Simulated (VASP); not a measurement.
Runs of VASP 6.6.1 on AgO. All rows change the cell; the cell of one of them follows. It takes space group F-43m (No. 216, cubic). Conventional cell: a = 5.098 Å, b = 5.098 Å, c = 5.098 Å, α = 90.00°, β = 90.00°, γ = 90.00°. Ag (site symmetry -43m) has 4 O at 2.21 Å as nearest neighbours. O (site symmetry -43m) is surrounded by 4 Ag at 2.21 Å. 

| cell | further INCAR settings | gap on the mesh (eV) | pressure (GPa) |
| --- | --- | --- | --- |
| equal strain along all axes, cell held, atoms relaxed: +3.0 % | ALGO = Fast; EDIFF = 1e-06; NBANDS = 25 | none | (a) |
| equal strain along all axes, cell held, atoms relaxed: +1.5 % | ALGO = Fast; EDIFF = 1e-06; NBANDS = 25 | none | -4.4 |
| equal strain along all axes, cell held, atoms relaxed: -4.5 % | ALGO = Fast; EDIFF = 1e-07; NBANDS = 25 | none | 21.0 |
| equal strain along all axes, cell held, atoms relaxed: +4.5 % | ALGO = Fast; EDIFF = 1e-06; NBANDS = 25 | none | -10.3 |

Alike in all rows: task single point; level PBEsol; potentials or basis VASP PAW PBE potentials, release 64 (Ag, O); no spin polarisation; k mesh 12 × 12 × 8; cutoff (eV) 520; smearing gaussian 0.1 eV.

Problem. Estimate the missing entries.

Solution. (a) -7.8.

Caveats: the PAW data sets were made with another functional, which shifts forces and pressure a little (some runs); so large a pressure means that the cell lies far from this level's equilibrium, or that cutoff or potentials fall short (some runs); the potentials were made for another functional, which shifts forces and pressure (some runs).

A k mesh can miss the band edges, and the runs leave out spin-orbit coupling on Ag.

A gap of «none» marks a metal or a gap under the smearing width.
